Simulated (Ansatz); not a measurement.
The system is PtSe2 (Sudovikovite).

```xyz
3
Lattice="3.7240 0.0000 0.0000 -1.8620 3.2251 0.0000 0.0000 0.0000 5.0620" Properties=species:S:1:pos:R:3 pbc="T T T"
Pt    0.0000    0.0000    0.0000
Se    1.8620    1.0750    3.7965
Se    0.0000    2.1501    1.2655
```

Base run:

* Program: Ansatz 0.2.0
* Functional: PBEsol
* Potentials or basis: Ansatz PAW
* Cutoff: 420 eV (not typed: the program's choice for these potentials)
* k mesh: 8 × 8 × 5
* Occupations: fermi-dirac, width 0.05 eV
* Spin: no spin polarisation
* Hubbard terms: Pt d U = 5 eV

Its results: band gap on the k mesh none (metal or under the smearing width); pressure 2.5 GPa; largest force 0.475 eV/Å.

Question: The run is repeated on the same cell with these changes: hubbard terms from Pt d U = 5 eV to Pt d U = 8 eV. What comes out?

Answer: Band gap on the k mesh none (metal or under the smearing width); pressure 3.0 GPa; largest force 0.564 eV/Å.

Caveats: U without spin polarisation on a metal has little footing; the PAW data sets come from PBE, with cores solved anew for the run's functional, which leaves a small shift of forces and pressure.
